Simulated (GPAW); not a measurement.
# AlN (F-43m): G0W0 with GPAW, start to end, part 2 of 2

Aim: the G0W0 gap of AlN (F-43m) on LDA, step by step.

GPAW 26.7.0; LDA and many-body steps on it, plane waves. Known limits of the many-body steps: not at the basis limit.

So far. Step 3 (Bands along the symmetry lines): The gap is 3.231 eV, −0.005 eV from the run before at this level. Step 4 (Empty states on the mesh, 6×6×6 mesh, 119 bands): On this mesh the gap is 3.236 eV.

### Step 5. Screening and self-energy, 6×6×6 mesh, 109 bands, screening to 175 eV

Now the one-shot GW correction: screening in the RPA, then the self-energy of the levels asked for.

This step: G0W0 on LDA, plane waves, PAW.

File run.py:

```python
import json
import numpy as np
from gpaw.mpi import world
from gpaw.response.g0w0 import G0W0

gw = G0W0('full.gpw',
    filename='gw',
    kpts=[0, 12],
    bands=(2, 6),
    ecut=175,
    nbands=109,
    integrate_gamma='WS',
    ppa=True)
gw.calculate()
res = {mode: {k: v for k, v in r.items() if k != 'sigma_eskwn'}
       for mode, r in gw.all_results.items()}

if world.rank == 0:
    with open('result.json', 'w') as f:
        json.dump(res, f, default=lambda x: x.tolist())
```

Launch:

```
$ mpirun -n 4 gpaw python run.py
```

Numbers of over 12 decimals in the logs are rounded to 6 here.

Log:

```text
Using integrator: PointIntegrator
FrequencyGridDescriptor(from 0.000+0.000j to 0.000+27.211j eV, 2 points)
Nonperiodic BCs:  [False False False]
Using integrator: PointIntegrator
FrequencyGridDescriptor(from 0.000+0.000j to 0.000+27.211j eV, 2 points)
Nonperiodic BCs:  [False False False]
  ___  _ _ _
 |   || | | |
 | | || | | |
 |__ ||_____|
 |___|

BZ k-points: Symmetries present (total): 24

  [... matrices ...]
216 k-points: 6 x 6 x 6 Monkhorst-Pack grid + [1/12,1/12,1/12]
16 k-points in the irreducible part of the Brillouin zone
       k-points in crystal coordinates                weights
   0:     0.00000000    0.00000000    0.00000000          1/216
   1:     0.16666667    0.16666667    0.00000000          6/216
   2:     0.16666667    0.16666667    0.16666667          8/216
   3:     0.33333333    0.16666667    0.16666667         12/216
   4:     0.33333333    0.33333333   -0.33333333         12/216
   5:     0.33333333    0.33333333    0.00000000          6/216
   6:     0.33333333    0.33333333    0.16666667         24/216
   7:     0.33333333    0.33333333    0.33333333          8/216
   8:     0.50000000    0.33333333   -0.33333333         24/216
   9:     0.50000000    0.33333333   -0.16666667         12/216
          ...
  15:     0.50000000    0.50000000    0.50000000          4/216

Distributing spins, k-points and bands (1 x 2 x 4) over 4 processes
Number of blocks: 1

Quasi particle states:
k-points (IBZ indices): [0, 12]
Band range: (2, 6)
  [... matrices ...]
Computational parameters:
Plane wave cut-off: 175 eV
Number of bands: 109
Coulomb cutoff: None
Broadening: 0.1 eV

fxc modes: GW
Kernel: RPA
Using Godby-Needs plasmon-pole approximation:
  Fitting energy: i*E0, E0 = 1.000 Hartree
Summing all q:

Calculating screened Coulomb potential
No Coulomb truncation
FrequencyGridDescriptor(from 0.000+0.000j to 0.000+27.211j eV, 2 points)
Removing empty qpoint cache files...

Calculating chi0 body with:
    Ground state adapter containing:
    Number of spins: 1
    Number of kpoints: 216
    Number of irreducible kpoints: 16
    Number of completely occupied states: 4
    Number of partially occupied states: 4
    Occupied states memory: 0.35595703125 M / cpu

    Linear response parametrization:
    q_c: [1.3877787807814457e-17, 1.3877787807814457e-17, 1.3877787807814457e-17]
    Number of frequency points: 2
    Planewave cutoff: 175.0
    Number of bands: 109
    Number of planewaves: 113
    Broadening (eta): 1e-06
    comm.size: 4
    kncomm.size: 4
    blockcomm.size: 1

    Memory estimate of potentially large arrays:
        chi0_wGG: 0.389679 M / cpu
Integrating chi0 body.

Symmetries of q_c:
    Direct symmetries (Uq -> q): 24
    Indirect symmetries (TUq -> q): 24
In total 48 allowed symmetries.

  [... matrices ...]
16 groups of equivalent kpoints. 92.592593% reduction.

Integral kind: response function
Integrating chi0 head and wings.

Symmetries of q_c:
    Direct symmetries (Uq -> q): 24
    Indirect symmetries (TUq -> q): 24
In total 48 allowed symmetries.

  [... matrices ...]
16 groups of equivalent kpoints. 92.592593% reduction.

Integral kind: response function wings

Calculating chi0 body with:
    Ground state adapter containing:
    Number of spins: 1
    Number of kpoints: 216
    Number of irreducible kpoints: 16
    Number of completely occupied states: 4
    Number of partially occupied states: 4
[... the further q-points ...]

Results:
f:      Occupation numbers
eps:     KS-eigenvalues [eV]
vxc:     KS vxc [eV]
exx:     Exact exchange [eV]
sigma:   Self-energies [eV]
dsigma:  Self-energy derivatives
Z:       Renormalization factors
qp:      QP-energies [eV]

k-point 0 (0): (0.000, 0.000, 0.000)                GW
band       f     eps     vxc     exx   sigma  dsigma       Z      qp
                                                                   GW
   2   1.000   5.693 -17.874 -21.641   2.818  -0.267   0.789   4.944
   3   1.000   5.693 -17.874 -21.641   2.818  -0.267   0.789   4.944
   4   0.000   9.943 -14.773  -9.994  -3.768  -0.221   0.819  10.771
   5   0.000  18.050 -13.461  -6.747  -4.999  -0.215   0.823  19.462

k-point 1 (12): (0.500, 0.500, 0.000)                GW
band       f     eps     vxc     exx   sigma  dsigma       Z      qp
                                                                   GW
   2   1.000   3.908 -16.755 -21.127   3.141  -0.271   0.787   2.939
   3   1.000   3.908 -16.755 -21.127   3.141  -0.271   0.787   2.939
   4   0.000   8.928 -10.624  -5.987  -3.757  -0.193   0.838   9.666
   5   0.000  14.109 -11.807  -6.115  -4.345  -0.190   0.841  15.242
```

Elapsed: 53 s, on 4 MPI ranks of Arm Neoverse V1, shared host; peak memory 1 GiB; 3.5 min of CPU time.

Numbers from this step:

```yaml
g0w0_gap_on_the_points_computed: 4.722 eV
least_direct_g0w0_gap_on_the_computed_points: 5.828 eV
z_at_the_valence_top: 0.7895
z_at_the_conduction_bottom: 0.8384
starting_gap_on_the_mesh: 3.236 eV
k_of_the_valence_top: 0, 0, 0
k_of_the_conduction_bottom: 0.5, 0.5, 0
```

The gap on the mesh goes from 3.24 eV to 4.72 eV, a correction of +1.49 eV.

Limits: finite bands, cutoff and mesh. v1 is the top filled band, c1 the lowest empty one. Levels before and after the correction, in eV, zero at the valence-band top of each column:

```tsv
	conduction bottom	valence top
Kohn-Sham	3.24	0.00
G0W0	4.72	0.00
```

```tsv
	level	energy (eV)
Kohn-Sham	Γ v2-v1	0.000
Kohn-Sham	Γ c1	4.250
Kohn-Sham	Γ c2	12.357
Kohn-Sham	(0.5 0.5 0) v2-v1	-1.784
Kohn-Sham	(0.5 0.5 0) c1	3.236
Kohn-Sham	(0.5 0.5 0) c2	8.417
G0W0	Γ v2-v1	0.000
G0W0	Γ c1	5.828
G0W0	Γ c2	14.518
G0W0	(0.5 0.5 0) v2-v1	-2.004
G0W0	(0.5 0.5 0) c1	4.722
G0W0	(0.5 0.5 0) c2	10.298
```

### Step 6. Where the time went

Times are wall times on 4 MPI ranks of Arm Neoverse V1, shared host, good to a factor of about two.

```tsv
step	time	share	memory (GiB)
ground state	4.8 s	7 %	0.57
bands along the symmetry lines	4.9 s	7 %	0.6
empty states on the mesh	5.8 s	8 %	0.72
screening and self-energy	53 s	77 %	1
```

### Step 7. Outcome

```
LDA gap              : 3.23 eV, indirect
G0W0 gap on the mesh : 4.72 eV
GW settings          : 6×6×6 mesh, 109 bands, screening to 175 eV, Godby-Needs plasmon pole
known limits         : not at the basis limit
```

G0W0 moves the gap on the mesh from 3.24 eV to 4.72 eV (+1.49 eV), with Z of 0.79 and 0.84 at the edges. Only 2 of the mesh's irreducible points were corrected, so a valley elsewhere could overtake. The dearest step here is «screening and self-energy». Bands and cutoff are finite, so the gap is not at the basis limit. The miss can reach some tenths of an eV and take either sign; the mesh is an error of its own. These stock PAW sets were not made for GW. In the G0W0 run levels were corrected at 2 k points alone, so a gap called «on the mesh» is the least over those, and an edge elsewhere would be missed.

[Paths, hosts, dates, memory and timing lines, banners, echoed tables and standing remarks are left out of the program output.]

[Logs are printed without paths, hosts, clocks, repeated set-up lines and the standing remarks that a program may print on its own settings, such as how far it seeks lower states.]

[Runs of the session that timed out or met a known fault of the program may be left out.]

[Hosts, paths, dates, database ids (printed as entryN), source tags and the programs' standing remarks are cut or masked in the printed files.]
